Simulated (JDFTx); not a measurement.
# Ca under changes of volume

One of the cells (44.721 Å³/atom); the others are scaled copies at fixed shape and fractional positions:

```
Ca
1.0
     3.98000    0.00000    0.00000
    -1.99000    3.44678    0.00000
     0.00000    0.00000    6.52000
Ca
2
Direct
  0.66667 0.33333 0.75000
  0.33333 0.66667 0.25000
```

This isn't the form of Ca at room conditions, which is fcc.

| Property | Result |
| --- | --- |
| Program | JDFTx 1.7.0 (patched build) |
| Functional | PBE |
| Potentials or basis | PseudoDojo-SR-PBE-0.5-standard with smoothed tails |
| Cutoff | 925 eV |
| Density cutoff | 7401 eV |
| k mesh | 8 × 8 × 4 |
| Occupations | fermi-dirac, width 0.05 eV |
| Spin | no spin polarisation |

```csv
volume (Å³/atom),energy over the lowest point (meV/atom),pressure (GPa)
42.038,0.00,0.1
42.932,0.26,-0.2
43.827,2.49,-0.6
44.721,6.49,-0.9
45.616,?,?
46.510,19.21,-1.4
47.405,27.64,-1.6
```

Task: What does the run at 45.616 Å³/atom give?

Result: Energy over the lowest point 12.11 meV/atom; pressure -1.1 GPa.

Worked out: A Birch-Murnaghan fit of order 3 (a polynomial in V^(-2/3)) to the other rows has its minimum at 42.37 Å³/atom with B0 = V·E''(V) = 17.7 GPa and B' = 3.6 at fixed shape and positions, which overstates the stiffness. It gives 12.12 meV/atom at 45.616 Å³/atom, against the run's 12.11, and -dE/dV = -1.1 GPa, against -1.1.

Energies are extrapolated to zero smearing.

Caveats: the cell was measured hot, at 723 K.
